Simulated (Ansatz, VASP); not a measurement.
One calculation of Ta, two programs

```
Ta
1.0
     0.00000    2.13929    2.13929
     2.13929    0.00000    2.13929
     2.13929    2.13929    0.00000
Ta
1
Direct
  0.00000 0.00000 0.00000
```

Alike in both runs: task single point; functional PBE; k mesh 14 × 14 × 14; occupations fermi-dirac, width 0.1 eV; no spin polarisation.

```csv
,VASP,Ansatz
version,VASP 6.6.1,Ansatz 0.2.0
potentials or method,"VASP PAW PBE potentials, release 64 (Ta_pv)","plane waves (420 eV) with PAW, scalar-relativistic"
plane-wave cutoff (eV),520,420
valence electrons in the cell,11,13
```

|  | VASP | Ansatz | Ansatz less VASP |
| --- | --- | --- | --- |
| pressure (GPa) | -6.9 | -6.8 | +0.02 |

The two sets of potentials don't hold the same shells in valence.

Spin-orbit coupling is left out, which matters for the levels of Ta.
